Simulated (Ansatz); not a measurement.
## Ga in Ansatz: the effect of functional

Crystal: Ga.

```
Ga
1.0
     1.38300   -4.02650    0.00000
     1.38300    4.02650    0.00000
    -0.11745    0.00000    3.32993
Ga
2
Direct
  0.13100 0.86900 0.75000
  0.86900 0.13100 0.25000
```

This isn't the form of Ga at room conditions, which is orthorhombic.

Alike in all runs:

- Program: Ansatz 0.2.0
- Task: single point
- Potentials or basis: all-electron LAPW, scalar-relativistic
- Basis error allowed: 0.001 eV/atom
- k mesh: 10 × 10 × 8
- Occupations: fermi-dirac, width 0.05 eV
- Spin: no spin polarisation

Task: One run gave: pressure -3.9 GPa; largest force 0.18 eV/Å. Which functional did it use?
A. RPBE
B. revPBE
C. PBEsol
D. LDA
E. BLYP

Result: D.

```tsv
functional	cutoff	pressure (GPa)	largest force (eV/Å)
LDA	256 eV (chosen from the basis error)	-3.9	0.18
PBEsol	256 eV (chosen from the basis error)	-1.9	0.20
RPBE	255 eV (chosen from the basis error)	3.6	0.21
revPBE	256 eV (chosen from the basis error)	3.1	0.21
BLYP	256 eV (chosen from the basis error)	7.2	0.16
```

Runs at the PBE level aren't shown here.
